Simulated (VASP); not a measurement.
# InP (F-43m) in VASP: further runs

The runs below take InP through single point, with PBEsol, PBEsol-based global hybrid.

Everything below comes from runs of VASP 6.6.1. Logs are shortened: lines on timing, memory, paths and dates and some standing lists are left out, and cuts for length are marked.

**The experiment to reproduce.**

From a printed reference work, data compilation, for a bulk crystal of InP at 1.6 K: band gap 1.4236 eV (direct).

The runs below are set against these values where they give the same quantity.

## 1. The cell of the first run

Symmetry: F-43m, No. 216, cubic system. The conventional cell has a = 5.861 Å, b = 5.861 Å, c = 5.861 Å, α = 90.00°, β = 90.00°, γ = 90.00°. Within 3.3 Å of In (site symmetry -43m) lie 4 P at 2.54 Å. Within 3.3 Å of P (site symmetry -43m) lie 4 In at 2.54 Å.

## 2. Single point, PBEsol

Input file INCAR:

```
PREC = Accurate ; ENCUT = 520
EDIFF = 1E-6 ; ISMEAR = -1
SIGMA = 0.05 ; LREAL = False
LASPH = True ; NELM = 80
ALGO = Normal ; ISIF = 2
LWAVE = False ; LCHARG = True
GGA = PS ; LELF = True
LVHAR = True ; NBANDS = 16
```

Input file KPOINTS:

```
regular mesh
0
Gamma
  7 7 7
```

Input file POSCAR:

```
InP
1.0
    0.0000000000      2.9305000000      2.9305000000
    2.9305000000      0.0000000000      2.9305000000
    2.9305000000      2.9305000000      0.0000000000
In P
1 1
Direct
    0.0000000000      0.0000000000      0.0000000000
    0.7500000000      0.7500000000      0.7500000000
```

Potentials or basis: VASP PAW PBE potentials, release 64 (In_d, P).

On the command line:

```console
$ cat potpaw_PBE.64/In_d/POTCAR potpaw_PBE.64/P/POTCAR > POTCAR
$ mpirun -np 1 vasp_std > vasp.out
```

OUTCAR:

```text
PREC = Accurate
   ENCUT = 520
   EDIFF = 1E-6
   ISMEAR = -1
   LREAL = False
   LASPH = True
   NELM = 80
   ISIF = 2
   GGA = PS

 ion  position               nearest neighbor table
   1  0.000  0.000  0.000-   2 2.54   2 2.54   2 2.54   2 2.54
   2  0.750  0.750  0.750-   1 2.54   1 2.54   1 2.54   1 2.54

  LATTYP: Found a face centered cubic cell.
 ALAT       =     5.8610000000

  Lattice vectors:

 A1 = (   0.0000000000,   2.9305000000,   2.9305000000)
 A2 = (   2.9305000000,   0.0000000000,   2.9305000000)
 A3 = (   2.9305000000,   2.9305000000,   0.0000000000)

Analysis of symmetry for initial positions (statically):
=====================================================================
 Subroutine PRICEL returns:
 Original cell was already a primitive cell.

 Routine SETGRP: Setting up the symmetry group for a
 face centered cubic supercell.

 Subroutine GETGRP returns: Found 24 space group operations
 (whereof 24 operations were pure point group operations)
 out of a pool of 48 trial point group operations.

The static configuration has the point symmetry T_d .

Analysis of symmetry for dynamics (positions and initial velocities):
=====================================================================
 Subroutine PRICEL returns:
 Original cell was already a primitive cell.

 Routine SETGRP: Setting up the symmetry group for a
 face centered cubic supercell.

 Subroutine GETGRP returns: Found 24 space group operations
 (whereof 24 operations were pure point group operations)
 out of a pool of 48 trial point group operations.

The dynamic configuration has the point symmetry T_d .

 Subroutine INISYM returns: Found 24 space group operations
 (whereof 24 operations are pure point group operations),
 and found     1 'primitive' translations

----------------------------------------------------------------------------------------

                                     Primitive cell

  volume of cell :      50.3333

  direct lattice vectors                    reciprocal lattice vectors
     0.000000000  2.930500000  2.930500000    -0.170619348  0.170619348  0.170619348
     2.930500000  0.000000000  2.930500000     0.170619348 -0.170619348  0.170619348
     2.930500000  2.930500000  0.000000000     0.170619348  0.170619348 -0.170619348

  length of vectors
     4.144352845  4.144352845  4.144352845     0.295521380  0.295521380  0.295521380

  position of ions in fractional coordinates (direct lattice)
     0.000000000  0.000000000  0.000000000
     0.750000000  0.750000000  0.750000000

  ion indices of the primitive-cell ions
   primitive index   ion index
                 1           1
                 2           2

----------------------------------------------------------------------------------------

 KPOINTS: regular mesh

Automatic generation of k-mesh.
 Grid dimensions read from file:
 generate k-points for:    7    7    7

 Generating k-lattice:

  Cartesian coordinates                     Fractional coordinates (reciprocal lattice)
    -0.024374193  0.024374193  0.024374193     0.142857143  0.000000000  0.000000000
     0.024374193 -0.024374193  0.024374193     0.000000000  0.142857143  0.000000000
     0.024374193  0.024374193 -0.024374193     0.000000000  0.000000000  0.142857143

  Length of vectors
     0.042217340  0.042217340  0.042217340

  Shift w.r.t. Gamma in fractional coordinates (k-lattice)
     0.000000000  0.000000000  0.000000000

 Subroutine IBZKPT returns following result:
 ===========================================

 Found     20 irreducible k-points:

 Following reciprocal coordinates:
            Coordinates               Weight
  0.000000  0.000000  0.000000      1.000000
  0.142857  0.000000  0.000000      8.000000
  0.285714  0.000000  0.000000      8.000000
  0.428571  0.000000  0.000000      8.000000
  0.142857  0.142857  0.000000      6.000000
  0.285714  0.142857  0.000000     24.000000
[... 12 lines left out ...]
 -0.428571  0.428571  0.142857     24.000000
 -0.285714  0.428571  0.142857     24.000000
   k-points           NKPTS =     20   k-points in BZ     NKDIM =     20   number of bands    NBANDS=     16
   number of dos      NEDOS =    301   number of ions     NIONS =      2
   total plane-waves  NPLWV =  32768
   dimension x,y,z NGX =    32 NGY =   32 NGZ =   32
   dimension x,y,z NGXF=    64 NGYF=   64 NGZF=   64
   ions per type =               1   1
   NGX,Y,Z   is equivalent  to a cutoff of  12.84, 12.84, 12.84 a.u.
   NGXF,Y,Z  is equivalent  to a cutoff of  25.67, 25.67, 25.67 a.u.
 SYSTEM =  unknown system
   PREC   = accura    normal or accurate (medium, high low for compatibility)
   ISTART =      0    job   : 0-new  1-cont  2-samecut
   ICHARG =      2    charge: 1-file 2-atom 10-const
   ISPIN  =      1    spin polarized calculation?
   LNONCOLLINEAR =      F non collinear calculations
   LSORBIT =      F    spin-orbit coupling
   LASPH  =      T    aspherical Exc in radial PAW
   ENCUT  =  520.0 eV  38.22 Ry    6.18 a.u.   7.71  7.71  7.71*2*pi/ulx,y,z
   NELM   =     80;   NELMIN=  2; NELMDL= -5     # of ELM steps
   EDIFF  = 0.1E-05   stopping-criterion for ELM
   LREAL  =      F    real-space projection
   EDIFFG = 0.1E-04   stopping-criterion for IOM
   NSW    =      0    number of steps for IOM
   IBRION =     -1    ionic relax: 0-MD 1-quasi-New 2-CG
   NFREE  =      0    steps in history (QN), initial steepest desc. (CG)
   ISIF   =      2    stress and relaxation
   ISYM   =      2    0-nonsym 1-usesym 2-fastsym
   POTIM  = 0.5000    time-step for ionic-motion
   TEBEG  =    0.0;   TEEND  =   0.0 temperature during run
   PSTRESS=    0.0 pullay stress
   NELECT =      18.0000    total number of electrons
   NUPDOWN=      -1.0000    fix difference up-down
   EMIN   =  10.00;   EMAX   =-10.00  energy-range for DOS
   EFERMI =   0.00;   METHOD = LEGACY
   ISMEAR =    -1;   SIGMA  =   0.05  broadening in eV -4-tet -1-fermi 0-gaus
   EFERMI_NEDOS =   21; number of points for ismear=-14 and -15
   IALGO  =     38    algorithm
   IMIX   =      4    mixing-type and parameters
     AMIX     =   0.40;   BMIX     =  1.00
     AMIX_MAG =   1.60;   BMIX_MAG =  1.00
  volume/ion in A,a.u.               =      25.17       169.83
  Fermi-wavevector in a.u.,A,eV,Ry     =   1.162021  2.195901 18.371846  1.350293
  Thomas-Fermi vector in A             =   2.298587
   LORBIT       =      0    0 simple, 1 ext, 2 COOP (PROOUT), +10 PAW based schemes
   GGA     = PS    functional components
   LHFCALC =     F    Hartree Fock is set to
   AEXX    =    0.0000 exact exchange contribution
   IVDW    =     0    specifies the selected vdW correction
   LEPSILON=     F    determine dielectric tensor
   LRPA    =     F    only Hartree local field effects (RPA)
 non-spin polarized calculation
  energy-cutoff  :      520.00
  volume of cell :       50.33
 maximum number of plane-waves:      1374
   NGX = 15   NGY = 15   NGZ = 15

 number of electron      18.0000005 magnetization

 Free energy of the ion-electron system (eV)
  ---------------------------------------------------
  ext. energy  EPLUGINS =         0.00000000
  ---------------------------------------------------
  free energy    TOTEN  =        -9.15063611 eV

  energy without entropy =       -9.15061993  energy(sigma->0) =       -9.15062802

 E-fermi :   5.4297     XC(G=0):  -9.4784

 val. band max:        5.0939430626   @ k =   0.0000   0.0000   0.0000
 cond. band min:       5.7078475867   @ k =   0.0000   0.0000   0.0000
 fundamental gap:      0.6139045241
 Fermi energy:         5.4296595318

 k-point     1 :       0.0000    0.0000    0.0000
  band No.  band energies     occupation
      1      -9.0583      2.00000
      2      -9.0583      2.00000
      3      -9.0583      2.00000
      4      -8.9037      2.00000
      5      -8.9037      2.00000
      6      -6.4545      2.00000
[... 8 lines left out ...]
     15      14.5228      0.00000
     16      14.5228      0.00000

 k-point     2 :       0.1429    0.0000    0.0000
  band No.  band energies     occupation
      1      -9.0832      2.00000
      2      -9.0486      2.00000
      3      -9.0486      2.00000
      4      -8.9036      2.00000
      5      -8.9036      2.00000
      6      -6.2203      2.00000
[... 8 lines left out ...]
     15      13.7512      0.00000
     16      14.3482      0.00000

 k-point     3 :       0.2857    0.0000    0.0000
  band No.  band energies     occupation
      1      -9.1355      2.00000
      2      -9.0303      2.00000
      3      -9.0303      2.00000
      4      -8.8995      2.00000
      5      -8.8995      2.00000
      6      -5.5827      2.00000
[... 8 lines left out ...]
     15      13.7733      0.00000
     16      13.8867      0.00000

 k-point     4 :       0.4286    0.0000    0.0000
  band No.  band energies     occupation
      1      -9.1746      2.00000
      2      -9.0200      2.00000
      3      -9.0200      2.00000
      4      -8.8916      2.00000
      5      -8.8916      2.00000
      6      -4.8472      2.00000
[... 8 lines left out ...]
     15      15.1733      0.00000
     16      15.1733      0.00000
[... 248 lines left out ...]
 k-point    18 :      -0.4286    0.2857    0.1429
  band No.  band energies     occupation
      1      -9.1952      2.00000
      2      -9.0067      2.00000
      3      -8.9834      2.00000
      4      -8.9159      2.00000
      5      -8.8892      2.00000
      6      -4.4202      2.00000
[... 8 lines left out ...]
     15      15.5598      0.00000
     16      16.7134      0.00000

 k-point    19 :      -0.4286    0.4286    0.1429
  band No.  band energies     occupation
      1      -9.2211      2.00000
      2      -8.9831      2.00000
      3      -8.9637      2.00000
      4      -8.9357      2.00000
      5      -8.8791      2.00000
      6      -4.1667      2.00000
[... 8 lines left out ...]
     15      16.3331      0.00000
     16      16.9468      0.00000

 k-point    20 :      -0.2857    0.4286    0.1429
  band No.  band energies     occupation
      1      -9.2109      2.00000
      2      -8.9971      2.00000
      3      -8.9646      2.00000
      4      -8.9245      2.00000
      5      -8.8885      2.00000
      6      -4.0324      2.00000
[... 8 lines left out ...]
     15      15.5970      0.00000
     16      17.5355      0.00000

------------------------ aborting loop because EDIFF is reached ----------------------------------------

  FORCE on cell =-STRESS in cart. coord.  units (eV):
  Direction    XX          YY          ZZ          XY          YZ          ZX
  --------------------------------------------------------------------------------------
  -------------------------------------------------------------------------------------
  Total        0.1816851      0.1816851      0.1816851     -0.0000000     -0.0000000      0.0000000
  in kB        5.7832878      5.7832878      5.7832878     -0.0000000     -0.0000000      0.0000000
  external PRESSURE =       5.7832878 kB  Pullay stress =       0.0000000 kB

 VOLUME and BASIS-vectors are now :
 -----------------------------------------------------------------------------
  energy-cutoff  :      520.00
  volume of cell :       50.33
      direct lattice vectors                 reciprocal lattice vectors
     0.000000000  2.930500000  2.930500000    -0.170619348  0.170619348  0.170619348
     2.930500000  0.000000000  2.930500000     0.170619348 -0.170619348  0.170619348
     2.930500000  2.930500000  0.000000000     0.170619348  0.170619348 -0.170619348

 POSITION                                       TOTAL-FORCE (eV/Angst)
 -----------------------------------------------------------------------------------
      0.00000      0.00000      0.00000         0.000000      0.000000      0.000000
      4.39575      4.39575      4.39575        -0.000000     -0.000000     -0.000000
 -----------------------------------------------------------------------------------
    total drift:                                0.000000      0.000000     -0.000000

  FREE ENERGIE OF THE ION-ELECTRON SYSTEM (eV)
  ---------------------------------------------------
  free  energy   TOTEN  =        -9.1506361058 eV

  energy  without entropy=       -9.1506199342  energy(sigma->0) =       -9.15062802
```

It took 21 s on 1 thread of AMD EPYC 7R43 (Zen 3), shared host; peak memory 0.15 GiB.

What came out:

| Item | Value |
| --- | --- |
| Free energy | -9.1506 eV |
| Pressure | 0.6 GPa |
| Band gap on the k mesh | 0.61 eV, direct |

Caveat: the PAW data sets were made with another functional, which shifts forces and pressure a little; spin-orbit coupling is left out, which moves the levels of the heavy elements.

(Part 1 of 2 ends here.)
